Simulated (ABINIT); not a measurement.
Input of an ABINIT 10.8.3 (patched build) run:

The input run.abi:

```
pp_dirpath "./"
pseudos "Ti.GGA_PBE-JTH.xml, Al.GGA_PBE-JTH.xml"

structure "poscar:POSCAR"
natom 2

ecut 15.0
pawecutdg 30.0

kptopt 1
ngkpt 8 8 8
nshiftk 1
shiftk 0.0 0.0 0.0

ixc 11

nband 12
occopt 3
tsmear 0.00183747

nstep 100
tolvrs 1.0e-9

iomode 3
prtwf 0
prtden 0
prteig 0
prtebands 0
```

Contents of POSCAR:

```
TiAl
1.0
    3.1790640000      0.0000000000      0.0000000000
    0.0000000000      3.1790640000      0.0000000000
    0.0000000000      0.0000000000      3.1790640000
Ti Al
1 1
Direct
    0.0000000000      0.0000000000      0.0000000000  Ti
    0.5000000000      0.5000000000      0.5000000000  Al
```

Potentials or basis: JTH PAW PBE v2.0.

The run is started by

```console
$ abinit run.abi > log 2>&1
```

(1) Predict the band gap on the k mesh.

(2) Predict the pressure.

Results:

(1) none (metal or under the smearing width).

(2) 1.0 GPa.
